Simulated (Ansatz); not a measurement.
Set up this calculation in Ansatz 0.2.0, as an ASE script.

```
Task                : relaxation of the atoms
Functional          : PBE
Dispersion          : D3(BJ)
Potentials or basis : Ansatz PAW
Cutoff              : 420 eV
Density cutoff      : 1680 eV
k mesh              : 6 × 6 × 6
Occupations         : methfessel-paxton, width 0.1 eV
Spin                : no spin polarisation
Driver              : chain
```

The structure of MgS lies in POSCAR:

```
MgS
1.0
    0.0000000000      2.8331200468      2.8331200468
    2.8331200468      0.0000000000      2.8331200468
    2.8331200468      2.8331200468      0.0000000000
S Mg
1 1
Direct
    0.2493150000      0.2474670000      0.2538910000
    0.0079630000      0.0032630000     -0.0056140000
```

The cell comes from a database or a generator and needn't be the stable form of this composition.

The cell isn't the ideal one: atoms moved at random, drawn with an rms of 0.02 Å.

One way to write it, as run:

run.py

```python
import json

import ase.io
import numpy as np

import ansatz as az

atoms = ase.io.read("POSCAR", format="vasp")

calculation = (
    az.Crystal.from_ase(atoms)
    .calculation()
    .kpoints(6, 6, 6)
    .functional("pbe", dispersion="d3bj")
    .pseudopotentials(kind="paw")
    .occupations(method="methfessel_paxton", width=0.1)
    .relax(force_tolerance=0.01, max_steps=40)
    .density()
    .potential()
    .output_files(volumetric_format="npy")
    .electron_localization_function()
    .forces()
    .stress()
)
outcome = calculation.run(threads=2, events_out="events.jsonl")

report = outcome.report
for line in open("events.jsonl"):
    event = json.loads(line)
    if event["event"] == "scf_iter":
        d = event["data"]
        print(f"SCF {d['iter']:3d}  HF = {d['harris_foulkes_ev']:.6f} eV  dr2 = {d['dr2_ev']:.2e} eV")
    elif event["event"] in ("relax_step", "md_step"):
        d = event["data"]
        print(f"{event['event']} {d['step']:3d}  E = {d['lagrangian_ev']:.6f} eV")
np.set_printoptions(precision=5, suppress=True, linewidth=110)
print("converged:", report["converged"], "after", report["n_iterations"], "iterations")
print(f"free energy {report['free_energy_ev']:.6f} eV, Fermi level {report['fermi_energy_ev']:.4f} eV")
for key in ("band_edges_ev", "magnetization_mub", "site_moments_mub", "site_moments_nc_mub", "forces_ev_ang",
                "stress_gpa", "kpoints_frac", "eigenvalues_ev"):
    if report.get(key) is not None:
        print(key, np.array(report[key]), sep="\n")
```

Potentials or basis: Ansatz PAW.

Command:

```console
$ python run.py
```

It gave:

```yaml
Energy_gained_by_relaxing: 2.5 meV/atom
Ionic_steps: 4
Pressure_after_relaxing: -1.2 GPa
Band_gap_on_the_k_mesh: 3.45 eV, direct
```

Caveat: the thresholds are loose for stress.

Run time: 5.2 s on 2 threads of AMD EPYC 9B14 (Zen 4), with other jobs on the host, peak memory 0.55 GiB.
